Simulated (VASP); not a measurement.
Runs of VASP 6.6.1 on MnS. Symmetry: P4_2/mmc, No. 131, tetragonal system. Conventional cell: a = 4.306 Å, b = 4.306 Å, c = 5.361 Å, α = 90.00°, β = 90.00°, γ = 90.00°. Mn (site symmetry mmm) is surrounded by 4 S at 2.54 Å. Around S (site symmetry -4m2) lie 4 Mn at 2.54 Å and 2 S at 2.68 Å. Measurements of this composition are mostly on another form, of space group No. 225.

| spin | U | fixed moment (μB) | gap on the mesh (eV) | pressure (GPa) | moment (μB) |
| --- | --- | --- | --- | --- | --- |
| collinear, antiferromagnetic start | Mn d U = 2 eV | - | none | -3.7 | 0.00 |
| collinear, ferrimagnetic start | Mn d U = 3 eV | - | none | -2.4 | 0.00 |
| collinear, antiferromagnetic start | Mn d U = 3 eV | - | none | -2.4 | 0.00 |
| collinear, ferrimagnetic start | Mn d U = 2 eV | - | none | -3.7 | 0.00 |
| collinear, ferromagnetic start | Mn d U = 2 eV | - | none | -4.2 | (b) |
| collinear, ferromagnetic start | Mn d U = 3 eV | 1 | - | (a) | 1.00 |
| collinear, ferromagnetic start | Mn d U = 3 eV | - | none | -3.0 | 8.91 |
| collinear, random start | Mn d U = 3 eV | - | none | -2.4 | 0.00 |

Alike in all rows: task single point; level PBEsol+U; potentials or basis VASP PAW PBE potentials, release 64 (Mn_pv, S); cell as given; k mesh 5 × 5 × 4; cutoff (eV) 520; smearing gaussian 0.05 eV.

Estimate the missing entries.

(a) -10.8; (b) 8.79.

Caveats: the PAW data sets were made with another functional, which shifts forces and pressure a little; the moment is held away from its start (some runs); the total moment is fixed, so each spin has its own Fermi level (some runs).

A gap of «none» marks a metal or a gap under the smearing width.
